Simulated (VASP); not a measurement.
**From an Ansatz input to VASP: Sn (diamond)**

Ansatz input

```yaml
crystal:
  lattice:
    - [0.0, 3.2844597813, 3.2844597813]
    - [3.2844597813, 0.0, 3.2844597813]
    - [3.2844597813, 3.2844597813, 0.0]
  atoms:
    - { symbol: Sn, position: [0.0, 0.0, 0.0] }
    - { symbol: Sn, position: [0.25, 0.25, 0.25] }
kpoints:
  mp_grid: { grid: [6, 6, 6] }
  band_path:
    path:
      - [0.0, 0.0, 0.0]
      - [0.5, 0.0, 0.5]
      - [0.5, 0.25, 0.75]
      - [0.375, 0.375, 0.75]
      - [0.5, 0.5, 0.5]
      - [0.625, 0.25, 0.625]
    npoints: 1
hamiltonian:
  xc: pbe
scf:
  occupations: { method: fermi_dirac, width: 0.02 }
  n_extra_bands: 8
magnetization:
  noncollinear: true
  spin_orbit: true
output:
  forces: true
  stress: true
  eigenvalues: true
```

Problem. Which VASP files do the same job?

Solution. 

INCAR

```
NSW = 0
MAGMOM = 0.0 0.0 0.0 0.0 0.0 0.0
NBANDS = 39
PREC = Accurate
GGA = PE
ISMEAR = -1
LASPH = .TRUE.
ISIF = 2
SIGMA = 0.02
LCHARG = .FALSE.
ENCUT = 520
LWAVE = .FALSE.
NELM = 120
GGA_COMPAT = .FALSE.
EDIFF = 1E-7
IBRION = -1
LREAL = .FALSE.
LSORBIT = .TRUE.
```

KPOINTS

```
KPOINTS created by Atomic Simulation Environment
0
Gamma
6 6 6
0 0 0
```

KPOINTS_OPT

```
special points
6
Reciprocal
0.0000000000 0.0000000000 0.0000000000 1
0.5000000000 0.0000000000 0.5000000000 1
0.5000000000 0.2500000000 0.7500000000 1
0.3750000000 0.3750000000 0.7500000000 1
0.5000000000 0.5000000000 0.5000000000 1
0.6250000000 0.2500000000 0.6250000000 1
```

POSCAR

```
Sn
 1.0000000000000000
     0.0000000000000000    3.2844597813481733    3.2844597813481733
     3.2844597813481733   -0.0000000000000000    3.2844597813481733
     3.2844597813481733    3.2844597813481733   -0.0000000000000000
 Sn
   2
Cartesian
 -0.0000000000000000 -0.0000000000000000 -0.0000000000000000
  1.6422298906740866  1.6422298906740866  1.6422298906740866
```

VASP ran with the recommended PBE PAW datasets (28 valence electrons in the cell). Other inputs would serve too.

```
                                                      Ansatz                               VASP
gap between bands v and c  -0.38 eV (bands overlap: a metal)  -0.38 eV (bands overlap: a metal)
         least direct gap                            0.00 eV                            0.00 eV
```

Datasets and cutoffs are each program's own. VASP's cell holds 28 valence electrons and Ansatz's 28.
